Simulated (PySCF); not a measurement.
Species: C4H10N (charge +1).
SMILES with atom numbers: `[CH2:1]1[CH2:2][CH2:3][NH2+:4][CH2:5]1` (hydrogens: H6, H7 on C1; H8, H9 on C2; H10, H11 on C3; H12, H13 on N4; H14, H15 on C5)

Cartesian coordinates in Å at the PBE0-D3(BJ)/def2-SVP level; atoms count from 1:
```xyz
15
C4H10N angstrom
C      0.9668   -0.8402    0.0061
C      0.8930    0.6970   -0.0735
C     -0.5980    1.0438   -0.2010
N     -1.2852   -0.2866   -0.3696
C     -0.4389   -1.2766    0.3759
H      1.6999   -1.1959    0.7418
H      1.2551   -1.2744   -0.9639
H      1.3053    1.1682    0.8287
H      1.4701    1.0815   -0.9245
H     -0.8577    1.6887   -1.0502
H     -1.0053    1.4953    0.7132
H     -1.3117   -0.5430   -1.3642
H     -2.2609   -0.2699   -0.0512
H     -0.7155   -2.2983    0.0843
H     -0.6559   -1.1368    1.4449
```

Computed with core-valence-separated Tamm–Dancoff BHandHLYP/aug-pcX-1 (pcseg-1 on H) in PySCF, non-relativistic, gas phase, PBE0-D3(BJ)/def2-SVP geometry. No empirical shift is added; at this level the pattern usually sits a few eV under experiment.

The lowest roots of each edge with f over 0.003 (five at most, numbered afresh; weaker and dark ones are left out), with transition dipoles (au) in the frame of the coordinates:

```tsv
root	edge	E (eV)	μx	μy	μz
1	C	285.97	-0.0247	0.0020	0.0278
2	C	286.04	0.0235	0.0150	-0.0031
3	C	286.25	-0.0335	-0.0794	-0.0120
4	C	286.45	-0.0462	0.0545	-0.0470
5	C	286.56	0.0016	0.0018	0.0520
6	N	402.41	-0.0340	-0.0065	-0.0286
7	N	402.89	0.0405	-0.0080	-0.0533
8	N	403.92	-0.0003	0.0726	-0.0119
9	N	404.71	-0.0412	-0.0064	-0.0308
10	N	405.71	0.0248	-0.0014	0.0033
```

Q: What are the oscillator strengths?

A: f = (2/3) ΔE |μ|², with ΔE in hartree (27.2114 eV):

| root | ΔE (Eh) | \|μ\|² (au) | f | core hole on |
| --- | --- | --- | --- | --- |
| 1 | 10.5093 | 0.001387 | 0.010 | C1 |
| 2 | 10.5118 | 0.000787 | 0.006 | C2 |
| 3 | 10.5197 | 0.007571 | 0.053 | C3 |
| 4 | 10.5268 | 0.007314 | 0.051 | C5 |
| 5 | 10.5307 | 0.002710 | 0.019 | C2 |
| 6 | 14.7883 | 0.002016 | 0.020 | N4 |
| 7 | 14.8058 | 0.004545 | 0.045 | N4 |
| 8 | 14.8437 | 0.005412 | 0.054 | N4 |
| 9 | 14.8728 | 0.002687 | 0.027 | N4 |
| 10 | 14.9095 | 0.000628 | 0.006 | N4 |

Q: Molecules are fixed in this frame and the field points along y. What effective strengths 3 f cos²θ do the roots have (θ between field and μ)?

A: root 1 (C1): 0.000, root 2 (C2): 0.005, root 3 (C3): 0.133, root 4 (C5): 0.063, root 5 (C2): 0.000, root 6 (N4): 0.001, root 7 (N4): 0.002, root 8 (N4): 0.156, root 9 (N4): 0.001, root 10 (N4): 0.000. Root 8 is the strongest. Averaged over all orientations cos²θ is 1/3, which gives f back.

One conformer stands for the species.
